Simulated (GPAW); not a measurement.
MgB2:

```
CELL_PARAMETERS angstrom
3.08500 0.00000 0.00000
-1.54250 2.67169 0.00000
0.00000 0.00000 3.52300
ATOMIC_POSITIONS crystal
Mg 0.00000 0.00000 0.00000
B 0.66667 0.33333 0.50000
B 0.33333 0.66667 0.50000
```

* Program: GPAW 26.7.0
* Task: relaxation of cell and atoms
* Functional: PBEsol
* Dispersion: D3(BJ)
* Potentials or basis: PAW data sets generated in the run's folder for this functional
* Cutoff: 800 eV
* Basis: pw
* k mesh: 7 × 7 × 6
* Occupations: fermi-dirac, width 0.05 eV
* Spin: no spin polarisation

At the start: pressure -7.2 GPa; volume 9.68 Å³/atom.

Problem. Where does the relaxation end?

Solution. Over 7 steps the energy falls by 10.1 meV/atom and the volume is 9.23 Å³/atom (-4.6 %); space group P6/mmm (No. 191, to 0.05 Å).

Step by step:
```csv
step,energy change (eV),largest force (eV/Å),pressure (GPa),volume (Å³)
1,0.0000,0.0000,-7.22,29.04
2,-0.0076,0.0000,-6.33,28.86
3,-0.0299,0.0000,0.15,27.68
4,-0.0301,0.0000,-0.11,27.72
5,-0.0302,0.0000,-0.31,27.75
6,-0.0304,0.0000,-0.36,27.74
7,-0.0304,0.0000,-0.18,27.69
```

Final structure:
```xyz
3
Lattice="3.0384 0.0000 0.0000 -1.5192 2.6314 0.0000 0.0000 0.0000 3.4639" Properties=species:S:1:pos:R:3 pbc="T T T"
Mg    0.0000    0.0000    0.0000
B     1.5192    0.8771    1.7319
B     0.0000    1.7542    1.7319
```

Caveat: later steps reuse the first step's grids; pairwise dispersion overbinds metals, which lowers pressure and volume.
